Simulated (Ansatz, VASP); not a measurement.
**Al: VASP beside Ansatz**

```xyz
2
Lattice="4.5759 0.0000 0.0000 -2.2880 3.9629 0.0000 0.0000 0.0000 2.7148" Properties=species:S:1:pos:R:3 pbc="T T T"
Al    0.0000    2.6419    0.0000
Al    2.2880    1.3210    0.0000
```

Alike in both runs: functional PBE; k mesh 6 × 6 × 6; occupations gaussian, width 0.1 eV; no spin polarisation.

Ansatz relaxed the structure, and its values are those at the end. VASP's run is a single point on that final structure, the one shown.

```csv
,VASP,Ansatz
version,VASP 6.6.1,Ansatz 0.2.0
potentials or method,"VASP PAW PBE potentials, release 64 (Al)","scalar-relativistic, plane waves, PAW"
plane-wave cutoff (eV),520,420
valence electrons in the cell,6,6
```

```csv
,VASP,Ansatz,Ansatz less VASP
gap on the k mesh at the Fermi level (eV),none,none,-
pressure (GPa),0.0,0.0,+0.02
```

A gap of «none» marks a metal or a gap that the smearing closes.

Caveats: the k mesh is coarse (spacing up to 0.39 Å⁻¹), so the values aren't converged.
